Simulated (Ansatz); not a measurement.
**NaCl: moving Cl off its site**

NaCl, Pm-3m, a = 3.502 Å (as given, not relaxed at this level: 0.1 GPa). This isn't the usual stable structure of the compound. Ansatz: PBE, PAW, 420 eV, Γ-centred 6×6×6 mesh on 2 atoms, Gaussian smearing 0.05 eV; no spin polarisation.

```
CELL_PARAMETERS angstrom
3.50219 0.00000 0.00000
0.00000 3.50219 0.00000
0.00000 0.00000 3.50219
ATOMIC_POSITIONS crystal
Na 0.00000 0.00000 0.00000
Cl 0.50000 0.50000 0.50000
```

Atom 2 (Cl) moves by x along the unit vector (-0.577, -0.577, -0.577), with its periodic images; all else is held. y is the free energy of the cell over the start, F the force along the path summed over the moved atoms. Symmetry makes y even in x.

```tsv
x (Å)	y (meV)	F (eV/Å)
-0.200	7.68	0.09
-0.100	1.73	0.04
0.000	0.00	0.00
0.025	0.10	-0.01
0.050	0.42	-0.02
0.075	0.96	-0.03
0.125	2.75	-0.05
0.150	?	?
0.175	5.69	-0.07
```

**Question.** Fit y = c2 x² + c4 x⁴ to the energies of the other rows, give the force constant, and predict energy and force of the missing row.

**Answer.** Least squares on the rows shown. y = 166.1 x² + 645.5 x⁴. The force constant is 2 c2 = 0.332 eV/Å² (for all images moving together, not for a lone atom). With two atoms in a cubic cell this is the optical mode at Γ without the LO field: ω = 521.5 √(2 c2/μ) = 80 cm⁻¹ for μ = 13.95 u. The force −dy/dx at the missing row is -0.06 eV/Å (computed -0.06). At x = 0.150 the fit asked for gives 4.06 meV. The run gave 4.06 meV, the same to the digits shown.